## Five runs, one MoTe₂ cell: how far to trust the pressure

A computed pressure tells whether a crystal cell should grow or shrink. Here five runs were given the same layered MoTe₂ cell, the same atomic positions and the same density functional, PBE. They differ in program, in basis and in the way the core electrons are treated. A positive pressure means that the crystal would expand if it were allowed to.

PBE calculations with the programs listed for one fixed 6-atom cell of MoTe₂ (P6₃/mmc), without dispersion correction, spin polarisation or spin–orbit coupling; 9×9×2 k mesh, Fermi–Dirac smearing of 0.05 eV. The basis column gives the plane-wave cutoff unless marked otherwise. Pressure is positive in compression; the Ansatz PAW value omits the Pulay correction.

```tsv
program	potentials	basis	pressure (GPa)	largest force (eV/Å)	pressure less the median of the rows (GPa)
GPAW	GPAW PAW data sets (gpaw data 1.2.1)	600 eV	2.300	0.104	-0.630
Ansatz	Ansatz PAW	420 eV	2.900	0.175	-0.030
Ansatz LAPW	all electron LAPW, scalar relativistic	0.001 eV/atom basis error	2.930	0.174	0.000
ABACUS	PseudoDojo NC SR 0.4.1 PBE standard	1129 eV	3.380	0.251	0.450
Quantum ESPRESSO	SSSP 1.3 efficiency PBE	816 eV	3.800	0.299	0.870
```

### 1. Why does the crystal push outward in every run?

The cell lies close to the measured size of MoTe₂, and PBE prefers a somewhat larger crystal. Two habits of the functional act together: it tends to make bonds between heavy atoms a little too long, and it lacks most of the weak dispersion attraction that holds the layers together.

If only the attraction between layers were at fault, the excess stress would lie mainly along the stacking direction. In the all-electron run it is about 3.4 GPa along that direction and 2.7 GPa within the layers. The layers themselves are therefore under compression too. This does not separate the two habits, because dispersion also acts between atoms of the same layer and is expected to pull the plane inward. This part of the pressure belongs to the functional and the chosen geometry, including the fixed atomic positions, and it is common to all five runs.

### 2. How far apart are the programs, and which one is the yardstick?

The lowest pressure is 2.30 GPa from GPAW and the highest is 3.80 GPa from Quantum ESPRESSO. The difference is half as large as the pressure itself. The natural yardstick is the all-electron LAPW run, which has no smoothed potential in place of the atomic cores. It is also the median of the five, so the last column of the table reads directly as the shift from the all-electron result.

The Ansatz PAW run lies only 0.03 GPa below that yardstick, and nearly all of this gap has a known origin. When a cell expands with a fixed set of plane waves, the waves stretch and describe the electrons less well. The energy then rises a little for a purely numerical reason, and the pressure comes out too low. This is the Pulay stress. The table leaves its correction out of the Ansatz PAW row; with the correction restored, the two runs agree to about 0.003 GPa.

That agreement is a good test of the PAW data sets, because the treatment of the cores is what differs most between the two runs. It is a weaker test of the program, which both runs share.

### 3. Have the programs found different electronic states?

No. Spin polarisation was switched off in all runs, and every run describes the same semiconductor. The direct gaps on the common mesh agree within 0.013 eV and the smaller, indirect gaps within 0.056 eV. Yet the pressures differ by 1.5 GPa.

The two findings are compatible because pressure is a slope: it tells how the energy changes as the cell grows. Consider an error of the potential that adds the same energy at every bond length. It would leave the pressure untouched, however large it was. An error that changes with bond length shifts the pressure at once, even if the bands at one fixed geometry look almost perfect. Quantum ESPRESSO, with the largest pressure shift, does stand apart in the indirect gap and accounts for most of its spread. GPAW and ABACUS, however, lie within 0.02 eV of the all-electron gap while their pressures shift in opposite directions, by −0.63 and +0.45 GPa. Good agreement in the gap is therefore no certificate for the pressure.

### 4. Is it a matter of keeping the Te 4d electrons in the core?

A frozen core cannot respond when the atoms form bonds, so this is a reasonable suspicion. GPAW and Quantum ESPRESSO treat 52 electrons in the cell and leave the Te 4d shell in the core. Ansatz PAW and ABACUS treat 92 and let that shell take part.

If this choice alone decided the pressure, runs with equal electron counts would agree. Instead the two 52-electron runs mark the two ends of the table, and the two 92-electron runs differ by 0.48 GPa. Freezing the shell may contribute, but the number of active electrons does not predict the pressure. Something else, such as how each potential was constructed, has to matter as well.

### 5. What do the forces on the atoms reveal?

By symmetry the Mo atoms feel no force, and the Te atoms can be pushed only along the stacking direction. The largest force in the table is therefore the force on Te. GPAW, with its low pressure, has a smaller Te force than the all-electron run; ABACUS and Quantum ESPRESSO, with their high pressures, have larger ones. This suggests that one cause acts on both quantities.

A simple picture tests whether the sizes fit. The table gives only the size of the force. The raw outputs show that its direction is the same in every run, and the picture assumes that this direction is away from the Mo plane. Suppose that each Mo–Te contact pushes outward more strongly than in the all-electron run, by an extra force $f$. Each Te atom touches three Mo atoms; the sideways parts cancel and the vertical parts add. With the contact length $d = 2.716$ Å and the height $h = 1.803$ Å of Te above the Mo plane, the extra force on Te is

$$\Delta F = \frac{3fh}{d}.$$

The same push also loads the cell. If the volume $V$ grows by $dV$, each contact lengthens by $d\,dV/(3V)$ and releases the energy $f$ times that length. With twelve contacts in the cell, the extra pressure is

$$\Delta P = \frac{12\,f d}{3V} = \frac{4fd}{V}.$$

For Quantum ESPRESSO the Te force exceeds the all-electron value by 0.125 eV/Å, and the volume is $6 \times 24.96 = 149.8$ Å³. This gives

$$f = \frac{0.125 \times 2.716}{3 \times 1.803} = 0.063\ \text{eV/Å},$$

$$\Delta P = \frac{4 \times 0.063 \times 2.716}{149.8} = 0.0046\ \text{eV/Å}^3 \approx 0.73\ \text{GPa}.$$

The computed shift is 0.87 GPa. The estimate has no adjustable constant, and the output after this text lists it for every run. It matches the shift of ABACUS and gives about two thirds of that of GPAW. The differences in force and in pressure are thus of compatible size.

### 6. Where does this picture fail?

It fails in the direction of the stress. Extra pushes along the Mo–Te contacts alone would shift the stress along the stacking direction 1.58 times as much as the stress within the layers. In the three runs that deviate clearly, the ratio lies between 1.01 and 1.11. Even the good match for ABACUS is therefore no proof that the Mo–Te contacts hold the whole error.

Other contributions must change the balance. One kind would add stress within the layers without pushing the Te atoms up or down. Contacts between like atoms in one plane can do this: each atom is pushed equally from opposite sides, so the forces cancel while the plane as a whole is still pushed to expand. This alone is not enough in any of the three runs, because the stress shift along the stacking direction also misses the estimate. In all three runs it lies about 0.1 GPa below the estimate, whether the shift itself is positive or negative. This looks like a common offset against the all-electron run, and its cause is not shown here. The limiting case is a crystal such as rock salt, where symmetry cancels the force on every atom. There the pressure can be wrong while all forces are exactly zero.

The potentials and data sets remain the most likely main source of the spread. A Pulay stress is expected to lower the pressure, so it cannot explain the high values of ABACUS and Quantum ESPRESSO, though it may add to the low value of GPAW. In the plane-wave runs it also has no counterpart in the forces, because plane waves do not move with the atoms, yet the forces differ too. A cutoff that is too low can still disturb both quantities in other ways, so this conclusion is an argument and not a measurement. Whether the Te or the Mo potential is more to blame is open.

### 7. Which digits count, and what should be done?

The positive sign is safe for PBE in this cell. Across programs, "about 3 GPa" is as much as the table supports, since even the digit before the decimal point changes. The all-electron and the Ansatz PAW run agree in the first decimal, while the second depends on the Pulay correction. The third decimal of the pressure column is only a padding zero. Errors that both runs share, such as that of the k mesh, do not show in this agreement.

Adding dispersion would not cure the disagreement. A pairwise correction that depends only on the atomic positions would add the same extra attraction in every row. All pressures would fall together, and the gap of 1.5 GPa between the extremes would stay. Such a correction repairs a fault of the functional, whereas the spread comes from how each run carries that functional out.

In practice, a cell should be relaxed with the same program and potentials that will be used for the later work. If pressures from different programs are compared, their difference should not be read as a real strain in the crystal.

To find the source of a disagreement, first raise the cutoff until pressure and forces stop moving. Then run the same norm-conserving potential files in two programs that can both read them, such as ABACUS and Quantum ESPRESSO: if their pressures then agree, the potentials caused the difference between these two programs. Exchanging the Te and Mo potentials one at a time will show which element carries the error.

Numerical output:

```
Shifts against the all-electron LAPW row:
               row  pressure shift GPa  pressure shift percent  Te force shift eV/A  pressure shift from Mo-Te push GPa
              GPAW               -0.63                   -21.5                -0.07                             -0.4085
            Ansatz               -0.03                  -1.024                0.001                            0.005836
       Ansatz LAPW                   0                       0                    0                                   0
            ABACUS                0.45                   15.36                0.077                              0.4493
  Quantum ESPRESSO                0.87                   29.69                0.125                              0.7295
State and stress shifts:
               row  electrons treated  in-plane stress shift GPa  stress shift along z GPa  mesh gap eV  direct mesh gap eV
              GPAW                 52                    -0.6105                   -0.6783       0.7728               1.029
            Ansatz                 92                  -0.004147                 -0.001559       0.7826               1.041
       Ansatz LAPW                156                          0                         0        0.783               1.042
            ABACUS                 92                     0.4352                    0.4798       0.7665                1.04
  Quantum ESPRESSO                 52                     0.8651                    0.8758       0.7274               1.042
Highest less lowest pressure, GPa: 1.5
Highest over lowest pressure: 1.652
Largest over smallest Te force: 2.875
Ansatz PAW less LAPW as tabulated, GPa: -0.03
Pulay term taken off the Ansatz PAW row, GPa: 0.03145
Ansatz PAW less LAPW with the Pulay term restored, GPa: -0.003284
Quantum ESPRESSO less GPAW, both 52 electrons, GPa: 1.5
ABACUS less Ansatz PAW, both 92 electrons, GPa: 0.48
Height of Te above the Mo plane, A: 1.803
Pressure per Te force from Mo-Te push, GPa per eV/A: 5.836
Shift along z over in-plane shift, Mo-Te push alone: 1.576
Shift along z over in-plane shift, GPAW: 1.111
Shift along z over in-plane shift, ABACUS: 1.103
Shift along z over in-plane shift, Quantum ESPRESSO: 1.012
Spread of the mesh gap, eV: 0.05565
Spread of the direct mesh gap, eV: 0.01278
```
